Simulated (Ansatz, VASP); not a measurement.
# SbAs (honeycomb AsSb, 1 layer) in two plane-wave programs

Wanted: the spread between two codes on one cell, functional and k mesh. The structure shown is the start of the Ansatz relaxation below; VASP solves that cell, so the two are compared at the walk's first step.

Main program and level: Ansatz 0.2.0; plane waves, with VASP 6.6.1 beside it; single point at PBE.

## Step 1: Starting point

The cell holds 2 atoms: 1 Sb and 1 As. Its edges and angles: a = 3.860 Å, b = 3.860 Å, c = 23.520 Å, α = 90.0°, β = 90.0°, γ = 120.0°. Vacuum lies along c.

## Step 2: Ansatz: relaxation, PBE

Ansatz runs on its default PAW (the set named soft_2) files.

The two programs are compared at the cell with which this relaxation starts, whose forces are those of its first step.

Contents of input.yaml:

```yaml
crystal:
  lattice:
    - [3.86, 0.0, 0.0]
    - [-1.93, 3.3428580586, 0.0]
    - [0.0, 0.0, 23.52]
  atoms:
    - { symbol: Sb, position: [0.6666666667, 0.3333333333, 0.4676870748] }
    - { symbol: As, position: [0.3333333333, 0.6666666667, 0.5323129252] }
kpoints:
  mp_grid: { grid: [12, 12, 1] }
hamiltonian:
  xc: pbe
scf:
  occupations: { method: fermi_dirac, width: 0.05 }
  convergence: { dr2_threshold: 1.0e-08 }
efield:
  axis: 3
  dipole_correction: true
  ramp_position: 0.97
  ramp_width: 0.04
relax:
  f_tol: 0.01
  cell: { fix: [c, alpha, beta] }
output:
  write_potential: true
  write_density: true
  volumetric_format: npy
```

Launch:

```
ansatz run input.yaml --threads 4 --pin off --max-ram 8192MiB --backend cpu --events-out ev --progress --plain --runs-dir out
```

Numbers of over 12 decimals in the logs are rounded to 6 here.

Log:

```text
Warning: relax.cell: scf.convergence.dr2_threshold = 1e-8 eV is looser than the 2e-10 eV advised for a relaxation that steers and ends on the stress (1e-10 eV for each atom of the cell: 2). What an SCF threshold leaves in a stress goes as its square root, and in the free energy as the threshold itself, and one threshold admits the most on a small cell: [figures from the program's tests cut] Set scf.convergence.dr2_threshold to 2e-10 eV or tighter. The threshold is an SCF's pass mark: one that does not reach it within its budget of iterations ends unconverged, or closes short of it on a stop that the run arms, and scf.convergence.dr2_threshold's page says what that costs each kind of run
Engine: ansatz 0.2.0, aarch64-unknown-linux-gnu
Pseudopotentials: kind: paw
Pseudopotential: Sb, paw, valence charge 15, recommended cutoff 420 eV (normal), Sb.paw.azcp
Pseudopotential: As, paw, valence charge 15, recommended cutoff 420 eV (normal), As.paw.azcp
Functional definition: PBE
  parameter kappa = 0.804
  parameter beta = 0.066725
  exchange = pbe_x(kappa = kappa, mu = beta*pi^2/3)
  correlation = pbe_c(beta = beta)
Crystal: 2 atoms, lattice volume = 303.489 Å³
Basis set: ecut = 420 eV, 5983 PW (Γ), exchange–correlation on 54×54×320 points (8 copies of the dense FFT grid, shifted against one another)
Bands: 19, of which v1, the nominal top of the filled ones, is band 15 counted from 1 (14 counted from 0)
Symmetry: 6 space group operations
Space group: P3m1 (ITA 156), of the structure as read, at distance tolerance 6.7e-5 Å
k-points: 19 of 144 (time reversal used)
Non-local potential: Sb, projectors of the file, l = 0: 2, l = 1: 2, l = 2: 2, l = 3: 2
Non-local potential: As, projectors of the file, l = 0: 2, l = 1: 2, l = 2: 3, l = 3: 1
PAW form: soft (Blöchl's): semilocal exchange-correlation on the pseudo side does not see the compensation charge
PAW one-centre angular grid: Sb, 590 points (default); XC on 64 Gauss nodes
PAW one-centre angular grid: As, 590 points (default); XC on 64 Gauss nodes
Initial density: superposition of atomic densities (neutral atoms: chi_scale 0, normalization atom), corrected by the library's trained network
Initial wavefunctions: pseudopotential atomic-orbital guess
Functional: x = pbe(κ = 0.804, μ = 0.219515), c = pbe(β = 0.066725)
SCF iter   1: F=—  HF=-11340.541894 eV  |F-HF|=—  |Δ(HF+E_count)|=         —  Δρ=1.34e-3  dr2=4.89e-2  ethr=1.77e-3  p=-0.046 e·Å  D=-2.76e-2 V/Å  ΔV_dip=0.65 eV  dr2_dipole=8.66e-3  V_vac-E_F(+/−)=4.79/4.14 eV  ⟨swp⟩=8.3  Hψ=2226  notcnv=0
efield: sawtooth ramp at fractional position 0.9700 (set: `efield.ramp_position`, or a place that a band, a saddle search or an elastic batch's reference lends), width 0.0400; the density the first Hamiltonian is built on has a dipole p = -0.046 e·Å; the dipole correction subtracts the counter field D = -2.76e-2 V/Å, which shifts the + side's vacuum level by +0.65 eV against the − side's; the planar-averaged density in the ramp window peaks in size at 1.5e-6 e/Å³
preconditioner: auto → none  [insulator: Δε(μ)=1.442 eV  Ē_g=8.524 eV  σ=0.050 eV  W_gap=1.00  n_scr=12 (ndim 8)  ℏωp=6.7 eV  f_vac=0.760  D(μ)=0.00/eV (n_scr^D=0)  ε∞_Penn≈1.6]
SCF iter   2: F=—  HF=-11340.604249 eV  |F-HF|=—  |Δ(HF+E_count)|=   6.24e-2  Δρ=4.07e-3  dr2=5.13e-1  ethr=1.63e-4  p=0.039 e·Å  D=2.32e-2 V/Å  ΔV_dip=-0.55 eV  dr2_dipole=8.90e-2  V_vac-E_F(+/−)=4.22/4.76 eV  ⟨swp⟩=3.9  Hψ=877  notcnv=0
SCF iter   3: F=—  HF=-11340.537161 eV  |F-HF|=—  |Δ(HF+E_count)|=   6.71e-2  Δρ=3.41e-4  dr2=5.13e-4  ethr=1.63e-4  p=-0.026 e·Å  D=-1.54e-2 V/Å  ΔV_dip=0.36 eV  dr2_dipole=1.13e-5  V_vac-E_F(+/−)=4.61/4.25 eV  ⟨swp⟩=4.1  Hψ=985  notcnv=0
SCF iter   4: F=—  HF=-11340.537892 eV  |F-HF|=—  |Δ(HF+E_count)|=   7.30e-4  Δρ=2.54e-4  dr2=2.70e-4  ethr=1.71e-6  p=-0.025 e·Å  D=-1.50e-2 V/Å  ΔV_dip=0.35 eV  dr2_dipole=7.85e-6  V_vac-E_F(+/−)=4.57/4.22 eV  ⟨swp⟩=2.4  Hψ=773  notcnv=0
SCF iter   5: F=—  HF=-11340.537738 eV  |F-HF|=—  |Δ(HF+E_count)|=   1.54e-4  Δρ=7.23e-5  dr2=2.79e-5  ethr=8.99e-7  p=-0.025 e·Å  D=-1.49e-2 V/Å  ΔV_dip=0.35 eV  dr2_dipole=1.10e-6  V_vac-E_F(+/−)=4.57/4.22 eV  ⟨swp⟩=2.0  Hψ=643  notcnv=0
SCF iter   6: F=—  HF=-11340.537729 eV  |F-HF|=—  |Δ(HF+E_count)|=   8.72e-6  Δρ=3.56e-5  dr2=7.09e-6  ethr=9.30e-8  p=-0.025 e·Å  D=-1.50e-2 V/Å  ΔV_dip=0.35 eV  dr2_dipole=2.75e-7  V_vac-E_F(+/−)=4.58/4.22 eV  ⟨swp⟩=2.0  Hψ=551  notcnv=0
SCF iter   7: F=—  HF=-11340.537736 eV  |F-HF|=—  |Δ(HF+E_count)|=   6.41e-6  Δρ=1.03e-5  dr2=6.33e-7  ethr=2.36e-8  p=-0.025 e·Å  D=-1.50e-2 V/Å  ΔV_dip=0.35 eV  dr2_dipole=4.57e-8  V_vac-E_F(+/−)=4.58/4.22 eV  ⟨swp⟩=2.0  Hψ=551  notcnv=0
[...]
SCF iter   5: F=—  HF=-11340.538260 eV  |F-HF|=—  |Δ(HF+E_count)|=   4.17e-6  Δρ=1.84e-5  dr2=5.38e-7  ethr=8.22e-8  p=-0.025 e·Å  D=-1.49e-2 V/Å  ΔV_dip=0.35 eV  dr2_dipole=6.46e-10  V_vac-E_F(+/−)=4.61/4.26 eV  ⟨swp⟩=2.3  Hψ=469  notcnv=0
SCF iter   6: F=—  HF=-11340.538269 eV  |F-HF|=—  |Δ(HF+E_count)|=   9.31e-6  Δρ=3.33e-6  dr2=2.96e-8  ethr=1.79e-9  p=-0.025 e·Å  D=-1.48e-2 V/Å  ΔV_dip=0.35 eV  dr2_dipole=7.27e-10  V_vac-E_F(+/−)=4.61/4.26 eV  ⟨swp⟩=2.0  Hψ=646  notcnv=0
SCF iter   7: F=-11340.538269 eV  HF=-11340.538269 eV  |F-HF|=5.32e-9  |Δ(HF+E_count)|=   3.48e-8  Δρ=1.52e-6  dr2=4.37e-9  ethr=3.33e-11  p=-0.025 e·Å  D=-1.48e-2 V/Å  ΔV_dip=0.35 eV  dr2_dipole=5.36e-11  V_vac-E_F(+/−)=4.61/4.26 eV  ⟨swp⟩=9.1  Hψ=2503  notcnv=0
SCF 3 converged in 7 iterations: F = -11340.538269 eV  dr2 = 4.37e-9
relax step   3: F+E_penalty+E_count = -11340.53826939 eV  Δ(F+E_penalty+E_count) = -5.338e-4 eV  max|allowed force component| = 1.817e-3 eV/Å  Δτ_max = 0.0055 Å  P = +0.007 GPa  Ω = 304.144 Å³  energy of the carried Pulay correction = -2.103e-5 eV  fix = [c, alpha, beta]  reactions: c +0.001 GPa  (7 SCF iters, accepted)
Initial wavefunctions: pseudopotential atomic-orbital guess (no wavefunctions were taken with the density)
iter 1 solved again at ethr=8.27e-7 eV; its pass at ethr=3.10e-3 eV (dr2=2.48e-4 eV) is discarded
SCF iter   1: F=—  HF=-11340.538277 eV  |F-HF|=—  |Δ(HF+E_count)|=         —  Δρ=2.99e-6  dr2=8.30e-9  ethr=8.27e-7  p=-0.025 e·Å  D=-1.48e-2 V/Å  ΔV_dip=0.35 eV  dr2_dipole=1.11e-10  V_vac-E_F(+/−)=4.61/4.26 eV  ⟨swp⟩=3.0  Hψ=3103  notcnv=0
efield: sawtooth ramp at fractional position 0.9700 (set: `efield.ramp_position`, or a place that a band, a saddle search or an elastic batch's reference lends), width 0.0400; the density the first Hamiltonian is built on has a dipole p = -0.025 e·Å; the dipole correction subtracts the counter field D = -1.48e-2 V/Å, which shifts the + side's vacuum level by +0.35 eV against the − side's; the planar-averaged density in the ramp window peaks in size at 1.3e-7 e/Å³
eigensolver tolerance schedule: the retry pair's looser diagonalisation over-reported the residual by 29887.67 of it (diagonalisation noise at an unbounded share of the residual, at the tolerance the schedule requests for it); recorded, not acted on — ethr = c·dr2/N_el stays at c = 1.0e-1
preconditioner: auto → none  [insulator: Δε(μ)=1.501 eV  Ē_g=8.591 eV  σ=0.050 eV  W_gap=1.00  n_scr=12 (ndim 8)  ℏωp=6.7 eV  f_vac=0.760  D(μ)=0.00/eV (n_scr^D=0)  ε∞_Penn≈1.6]
SCF iter   2: F=—  HF=-11340.538288 eV  |F-HF|=—  |Δ(HF+E_count)|=   1.11e-5  Δρ=1.06e-6  dr2=1.77e-9  ethr=2.77e-11  p=-0.025 e·Å  D=-1.48e-2 V/Å  ΔV_dip=0.35 eV  dr2_dipole=2.44e-10  V_vac-E_F(+/−)=4.61/4.26 eV  ⟨swp⟩=10.2  Hψ=3185  notcnv=0
SCF iter   3: F=-11340.538292 eV  HF=-11340.538290 eV  |F-HF|=1.68e-6  |Δ(HF+E_count)|=   2.03e-6  Δρ=7.33e-7  dr2=6.11e-9  ethr=5.90e-12  p=-0.025 e·Å  D=-1.48e-2 V/Å  ΔV_dip=0.35 eV  dr2_dipole=1.02e-9  V_vac-E_F(+/−)=4.61/4.26 eV  ⟨swp⟩=6.7  Hψ=2219  notcnv=0
SCF 4 converged in 3 iterations: F = -11340.538292 eV  dr2 = 6.11e-9
relax step   4: F+E_penalty+E_count = -11340.53829197 eV  Δ(F+E_penalty+E_count) = -2.258e-5 eV  max|allowed force component| = 1.794e-3 eV/Å  Δτ_max = 0.0000 Å  P = +0.007 GPa  Ω = 304.144 Å³  fix = [c, alpha, beta]  reactions: c +0.001 GPa  stress off target by 1.05e-2 GPa on what of the cell is left free  SCF on the basis re-selected at this cell (its energy is not comparable with the rows above)  (3 SCF iters)
basis re-selected at this cell: Δ(F+E_penalty+E_count) = -2.258e-5 eV, ΔP = -0.000 GPa vs the last step (what re-selecting the basis moved, of the pressure what is left beyond the Pulay correction that the steps carried, after the strain that the cell walked since its last selection, with what the two solves' SCF thresholds leave and, on support functions, any second-order correction that the steps lacked; it is no m [...]
WARN: The output density's exchange-correlation potential varies sharply where the density is thin. Do not read a vacuum level from v_tot or v_xc, or from such a field of the output density. On a cell that repeats whose density bears no net charge and no dipole along the vacuum's axis use v_es (v_loc + v_h of the components); under efield.dipole_correction with no amplitude use v_es + v_field, which holds any externa [...]
SCF converged after 3 iterations
Free energy (F): -11340.538292 eV
Harris-Foulkes:  -11340.538290 eV  (|F-HF|=1.68e-6)
Internal energy: -11340.538292 eV  (E = F + TS)
E sigma→0 (E₀):  -11340.538292 eV
Entropy (-TS):   -0.000000 eV (-0.000 meV/atom)
Fermi energy:    -1.943947 eV
Dipole field:    D = -0.014872 V/Å  (p = -0.024996 e·Å, saw-weighted, corrected)
Work function:   Φ+ = 4.6060 eV   Φ− = 4.2562 eV
Levels:          The Fermi level and band energies are counted from a zero that moves with the ramp; work functions are not
--- Per-component energies (eV) ---
  E_band       = -760.967764
  E_kinetic    = 308.275169
  E_local      = -22011.285066  (includes V_loc(G=0)·N_el)
  E_nonlocal   = -308.606413
  E_hartree    = 10842.935385
  E_xc         = -216.681988
  E_vxc        = -173.986952  (∫ρ·V_xc dr)
  E_paw        = -6409.864637  (= ΣΔE_a)
  E_vpaw       = -261.339645  (= ΣTr[D̂ρ^β])
  E_aug_tail   = 0.000007  (compensation charges beyond the density's cutoff)
  E_efield     = 0.000186  (sawtooth field / dipole correction)
  E_vefield    = 0.105306  (∫n·V_field dr)
  E_ewald      = 6454.689065
  E_smearing   = -0.000000  (= −TS)
  E_closure    = -0.000000  (closes the sum)
  Σ components = -11340.538292   (vs F -11340.538292, Δ=0.00e0)
--- Forces (eV/Å), atoms counted from 1 ---
  atom   1  Sb    -0.00000000    -0.00000000    -0.00179080
  atom   2  As    -0.00000000     0.00000000     0.00179740
  max |Σ_I F_I| component: 6.59e-6 eV/Å
--- Stress (GPa, compression-positive) ---
        0.010452      -0.000000       0.000000
       -0.000000       0.010452      -0.000000
       -0.000000      -0.000000       0.001399
  P = ⅓ Tr σ = 0.0074 GPa (0.074 kbar)
--- Band table (eV; the first three rows and the last of 19) ---
  k-point 0: bands = [... 11 lower, -9.3441, -3.1871, -2.6662, -2.6662, -0.9202, 0.6504, 0.6504, 1.8658]
  k-point 1: bands = [... 11 lower, -9.3356, -3.4309, -3.1491, -2.8394, -0.3564, 0.4833, 0.8177, 1.9764]
  k-point 2: bands = [... 11 lower, -9.3474, -4.5738, -3.2320, -3.0751, -0.5571, 0.9621, 1.1467, 2.2798]
  k-point 18: bands = [... 11 lower, -11.0643, -6.4844, -4.6544, -4.3046, -0.8919, 1.0952, 1.7695, 4.7209]
--- Relaxed structure (3 steps of the walk, 2 accepted, 1 SCFs on fresh bases) ---
  F+E_penalty+E_count = -11340.53829197 eV   max|allowed force component| = 1.794e-3 eV/Å   (the final SCF, on the basis selected at the relaxed cell)
  cell:  # Å, volume = 304.1437 Å³
    - [3.864163, 0, 0]
    - [-1.932082, 3.346463, 0]
    - [0, 0, 23.52]
  atoms:
    - { symbol: Sb, position: [0.666667, 0.333333, 0.467921] }
    - { symbol: As, position: [0.333333, 0.666667, 0.532079] }
```

In the SCF lines HF is the Harris–Foulkes energy and dr2 the Hartree energy of the density residual, in eV; the loop may stop once dr2 is under the threshold and the program's other checks hold. Hψ counts applications of the Hamiltonian.

(Part 1 of 2 ends here.)

[Lines on the potential files, build, host, timing and source positions are cut from VASP's logs without a mark.]

[Logs are printed without paths, hosts, clocks, repeated set-up lines and the standing remarks that a program may print on its own settings, such as how far it seeks lower states.]

[Hosts, paths, dates, database ids (printed as entryN), source tags and the programs' standing remarks are cut or masked in the printed files.]
